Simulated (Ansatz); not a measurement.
`[GeH3][O]C[TeH]` + `FC(F)F` → `FC(F)(F)[TeH]` + `C[O][GeH3]`  (formal exchange of groups at a Te–C bond)

Calculated with Ansatz (gas phase, PBE0-D4/def2-TZVP geometries, no zero-point term in ΔE). CCSD(T)/CBS adds triple-zeta CCSD(T) − MP2 to the extrapolated MP2 energy (def2 sets, frozen cores). This one scheme is used for every species. Functionals use def2-TZVPP. B3LYP here is the variant with VWN-RPA as its local correlation; programs differ in this. Elements past krypton have def2 core potentials. For Ge, Te outer-core shells are correlated without core-valence functions, which leaves a few kJ/mol of doubt a bond. Scalar relativity is left out up to krypton. Each species was taken in one conformer, which may not be the lowest.

```
             level  ΔE (kJ/mol)  difference from CCSD(T)/CBS
            PBE-D4         22.8                         -9.1
         r2SCAN-D4         21.7                        -10.2
           PBE0-D4         28.0                         -3.9
          B3LYP-D4         25.8                         -6.1
           ωB97M-V         22.8                         -9.1
            r2SCAN         21.3                        -10.6
              PBE0         27.0                         -4.9
     HF/def2-TZVPP         36.5                          4.6
    MP2/def2-TZVPP         38.3                          6.4
SCS-MP2/def2-TZVPP         35.8                          3.9
   CCSD/def2-TZVPP         34.3                          2.4
CCSD(T)/def2-TZVPP         33.8                          1.9
     HF/def2-QZVPP         36.9                          5.0
SCS-MP2/def2-QZVPP         35.1                          3.2
      HF/CBS(def2)         36.9                          5.0
     MP2/CBS(def2)         36.5                          4.6
       CCSD(T)/CBS         31.9                            0
```

Largest T1 diagnostic among the species: 0.012.

From PBE to PBE0 (25 % exact exchange), in def2-TZVPP and without D4, ΔE moves by +5.2 kJ/mol.

CCSD(T)/CBS has its own doubt, a few kJ/mol and more with outer-core shells, so smaller differences from it don't rank the levels.
